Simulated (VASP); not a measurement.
Wanted: the native input for a VASP 6.6.1 run.

| Property | Result |
| --- | --- |
| Task | single point |
| Functional | PBEsol |
| Potentials or basis | VASP PAW PBE potentials, release 64 (W_sv) |
| Cutoff | 520 eV |
| k mesh | 12 × 12 × 12 |
| Occupations | gaussian, width 0.1 eV |
| Spin | no spin polarisation |
| Further INCAR settings | ALGO = Normal; EDIFF = 1e-06; NBANDS = 66 |

The structure of W lies in POSCAR:

```
W
1.0
    5.0363100000      0.0000000000      0.0000000000
    0.0000000000      5.0363100000      0.0000000000
    0.0000000000      0.0000000000      5.0363100000
W
8
Direct
    0.2500000000      1.0000000000      0.5000000000
    0.7500000000      0.0000000000      0.5000000000
    1.0000000000      0.5000000000      0.2500000000
    1.0000000000      0.5000000000      0.7500000000
    0.5000000000      0.7500000000      0.0000000000
    0.5000000000      0.2500000000      1.0000000000
    1.0000000000      1.0000000000      0.0000000000
    0.5000000000      0.5000000000      0.5000000000
```

This isn't the form of W at room conditions, which is bcc.

These files were run (other wordings do the same):

INCAR

```
  ALGO = Normal
  EDIFF = 1E-6
  ENCUT = 520
  GGA = PS
  ISIF = 2
  ISMEAR = 0
  LASPH = True
  LCHARG = False
  LREAL = False
  LWAVE = False
  NBANDS = 66
  NELM = 60
  PREC = Accurate
  SIGMA = 0.1
```

KPOINTS

```
k-points
0
Gamma
  12 12 12
```

Potentials or basis: VASP PAW PBE potentials, release 64 (W_sv).

Run with:

```console
$ cat potpaw_PBE.64/W_sv/POTCAR > POTCAR
$ mpirun -np 1 vasp_std > vasp.out
```

It gave:

```json
{
 "Pressure": "0.1 GPa",
 "Band gap on the k mesh": "none (metal or under the smearing width)"
}
```

Caveat: the PAW data sets were made with another functional, which shifts forces and pressure a little.

Wall time 5.2 min on 1 thread of Intel(R) Xeon(R) 6975P-C (Granite Rapids), on a shared host, peak memory 0.56 GiB.
